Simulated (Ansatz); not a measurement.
Here is an Ansatz 0.2.0 calculation.

Contents of input.yaml:

```yaml
crystal:
  lattice:
    - [3.559, 0.0, 0.0]
    - [-1.7795, 3.0821844121, 0.0]
    - [0.0, 0.0, 6.22]
  atoms:
    - { symbol: Se, position: [0.6666666667, 0.3333333333, 0.75] }
    - { symbol: Se, position: [0.3333333333, 0.6666666667, 0.25] }
    - { symbol: Ti, position: [0.0, 0.0, 0.5] }
    - { symbol: Ti, position: [0.0, 0.0, 0.0] }
hamiltonian:
  xc: r2scan
  pseudopotentials: { kind: paw_fr }
magnetization:
  noncollinear: true
  spin_orbit: true
kpoints:
  mp_grid: { grid: [7, 7, 4] }
  band_path:
    path:
      - [[0.0, 0.0, 0.0], [0.5, 0.0, 0.0], [0.3333333333, 0.3333333333, 0.0], [0.0, 0.0, 0.0], [0.0, 0.0, 0.5], [0.5, 0.0, 0.5], [0.3333333333, 0.3333333333, 0.5], [0.0, 0.0, 0.5]]
      - [[0.5, 0.0, 0.5], [0.5, 0.0, 0.0]]
      - [[0.3333333333, 0.3333333333, 0.0], [0.3333333333, 0.3333333333, 0.5]]
    npoints: 14
scf:
  occupations: { method: fermi_dirac, width: 0.05 }
  n_extra_bands: 10
output:
  forces: true
  stress: true
  eigenvalues: true
  fatbands: true
```

Potentials or basis: Ansatz PAW.

Launch:

```bash
$ ansatz run input.yaml --threads 2 --pin off --max-ram 5632MiB --backend cpu --events-out ev --progress --plain --runs-dir out
```

(1) What does it give for the pressure?

(2) What does it give for the band gap on the k mesh?

Answers

(1) 3.7 GPa.

(2) none (metal or under the smearing width).

Caveat: the PAW data sets come from PBE, with cores solved anew for the run's functional, which leaves a small shift of forces and pressure.
